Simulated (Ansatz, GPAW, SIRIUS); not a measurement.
**AlAu: 4 runs at one level of theory**

```
Au Al
1.0
     3.22394    0.00000    0.00000
     0.00000    3.22394    0.00000
     0.00000    0.00000    3.22394
Au Al
1 1
Cartesian
  1.6120 1.6120 1.6120
  0.0000 0.0000 0.0000
```

The cell comes from a database or a generator and needn't be the stable form of this composition.

Alike in all runs: task single point; functional PBEsol; k mesh 8 × 8 × 8; occupations fermi-dirac, width 0.05 eV; no spin polarisation; no spin-orbit coupling. Pressure is positive in compression and, in plane waves, holds the error of the finite cutoff, which Ansatz's Pulay term estimates and takes out.

| program and potentials | plane-wave cutoff (eV) | notes | band gap (eV) | pressure (GPa) |
| --- | --- | --- | --- | --- |
| Ansatz, Ansatz PAW | 420 | potentials made for PBE, which Ansatz adapts in part; 11 valence electrons an atom on average; Pulay term of +0.05 GPa included | no gap | -5.17 |
| SIRIUS, PseudoDojo 0.4.1 PBEsol standard (scalar relativistic) | 1054 | 11 valence electrons an atom on average | no gap | -5.39 |
| GPAW, PAW data sets generated for this functional | 600 | 7 valence electrons an atom on average | no gap | -4.54 |
| Ansatz, all-electron LAPW, scalar-relativistic | - | - | no gap | -5.15 |

None finds a gap. The pressure spans -5.39 (SIRIUS, PseudoDojo 0.4.1 PBEsol standard (scalar relativistic)) to -4.54 GPa (GPAW, PAW data sets generated for this functional), with all-electron results at -5.15.

The functional is the same throughout but for its coding, so the spread measures potentials, basis and numerics; runs on potential files found faulty are left out.
